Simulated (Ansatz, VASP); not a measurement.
Two plane-wave programs on Sn

```xyz
2
Lattice="0.0000 3.2333 3.2333 3.2333 0.0000 3.2333 3.2333 3.2333 0.0000" Properties=species:S:1:pos:R:3 pbc="T T T"
Sn    4.9199    4.8950    4.8835
Sn    3.2625    3.2161    3.2452
```

Change from the starting cell: atoms moved at random, drawn with an rms of 0.05 Å.

Alike in both runs: task single point; functional PBEsol; k mesh 7 × 7 × 7; occupations fermi-dirac, width 0.05 eV; no spin polarisation.

|  | VASP | Ansatz |
| --- | --- | --- |
| version | VASP 6.6.1 | Ansatz 0.2.0 |
| potentials or method | VASP PAW PBE potentials, release 64 (Sn_d) | Ansatz PAW |
| plane-wave cutoff (eV) | 520 | 420 |
| valence electrons in the cell | 28 | 28 |

```csv
,VASP,Ansatz,Ansatz less VASP
gap on the k mesh at the Fermi level (eV),none,none,-
pressure (GPa),1.6,1.7,+0.07
largest component of the traceless stress (GPa),1.42,1.43,+0.004
rms of the force components (eV/Å),0.321,0.321,+0.0003
```

Atom by atom the forces differ by 0.000 eV/Å (rms over components). A gap of «none» marks a metal or a gap that the smearing closes.

Caveats: the PAW data sets were made with another functional, which shifts forces and pressure a little (VASP); the PAW data sets come from PBE, with cores solved anew for the run's functional, which leaves a small shift of forces and pressure (Ansatz).
